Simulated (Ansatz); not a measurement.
## HfO2: energy along a strain

HfO2, P4_2/nmc, a = 3.577 Å, c = 5.203 Å. This isn't the usual stable structure of the compound. Ansatz: r2SCAN, PAW, 500 eV, Γ-centred 6×6×6 mesh on 6 atoms, Gaussian smearing 0.05 eV; no spin polarisation. Cell vectors (Å): 3.577 0.000 0.000; 0.000 3.577 0.000; 0.000 0.000 5.203. The cell is strained by x per cent times the pattern (0 0 1 0 0 0) in the order xx yy zz yz xz xy (engineering shears), with fractional coordinates held. y is the free energy over the start, V0 = 11.094 Å³/atom. Points with a strain past 8.5 % were computed too (5) and aren't used here.

```tsv
x (%)	y (meV/atom)
-7.50	?
-3.75	23.75
0.00	0.00
3.75	21.00
7.50	79.16
```

**Question.** Fit y = c2 x² + c3 x³ to the other rows, get the stiffness along the pattern, and predict the missing energy.

**Answer.** Least squares on the rows shown. y = 1.5934 x² − 0.024853 x³. The clamped-ion stiffness p·C·p = 2 × 15.93 eV × 160.2 / 11.094 Å³ = 460 GPa, which is C33 in these axes. At x = -7.50 the fit asked for gives 100.11 meV/atom. The run gave 101.79 meV/atom, so the fit is 1.68 meV/atom too low, 1.7 % of the span of the series, against an rms of 0.06 meV/atom on the fitted rows. The row lies outside the fitted range. With a term in x⁴ added, a fit to the same known rows (none to spare) predicts 101.16 meV/atom, so most of the miss is curvature that the known rows already hold.

Spin–orbit coupling is left out, which can shift energies with elements as heavy as these.